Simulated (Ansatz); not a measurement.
# La: levels along high-symmetry lines

```
La
1.0
     0.00000    2.64105    2.64105
     2.64105    0.00000    2.64105
     2.64105    2.64105    0.00000
La
1
Direct
  0.00000 0.00000 0.00000
```

The cell was built from the fcc type and relaxed in the same program, and has space group Fm-3m; it needn't be a known or the stable phase.

The calculation used DFT, PBE, all-electron LAPW, Dirac equation with spin-orbit coupling in Ansatz 0.2.0.

Numerical set-up: a Γ-centred 13×13×13 k mesh, Fermi–Dirac smearing of 0.08 eV, basis error target 0.5 meV/atom, no spin polarisation.

Points in fractions of the reciprocal vectors of this cell: Γ (0, 0, 0), X (0.5, 0, 0.5), U (0.625, 0.25, 0.625), K (0.375, 0.375, 0.75), L (0.5, 0.5, 0.5), W (0.5, 0.25, 0.75). The path joins them by straight lines in the order Γ–X–U–K–Γ–L–W–X; legs that retrace an earlier one aren't tabulated. Energies are in eV from the Fermi level.

Problem. Is there a gap?

Solution. none: bands cross the Fermi level, a metal.

Problem. List the levels between -14 and 1.5 eV at the symmetry points.

Solution. 
Γ: -3.19 (×2), 1.28 (×2), 1.46 (×4)
X: -1.99 (×2), -1.40 (×2)
U: -1.32 (×2), -0.31 (×2), 1.49 (×2)
K: -1.32 (×2), -0.31 (×2), 1.49 (×2)
L: -1.72 (×2), 1.23 (×2), 1.31 (×2), 1.36 (×2)
W: -0.82 (×2), 0.39 (×2), 0.50 (×2), 1.31 (×2)
